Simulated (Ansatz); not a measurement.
# Effect of O vacancy, symmetric start on BeO

Start from a 16-atom supercell of BeO in the wurtzite structure (space group P6_3mc, No. 186; a = 2.6905 Å, c = 4.3699 Å) at its relaxed geometry.

The change: a neutral O vacancy, symmetric start, atoms relaxed at fixed cell.

Method: r2SCAN (Ansatz, a quantum-chemistry and plane-wave program, PAW, spin-orbit coupling left out). Settings: 8×8×8 k-points, 0.01 eV Fermi–Dirac smearing.

The energy gained by relaxation amounts to 0.02 eV and the mean distance from the defect site to its nearest host atoms falls by 0.028 Å to 1.62 Å.

Other magnetic orders, which the real material may have, were not ruled out. In so small a cell the defect repeats every few ångströms: this is an ordered compound, not a dilute defect. The defect started on the symmetric site and kept its symmetry, so it may sit on a saddle. Starting moments died away, wholly or in part, for O vacancy; another magnetic solution may exist. The defect cell is spin-polarised and ends with 0.0 μB.
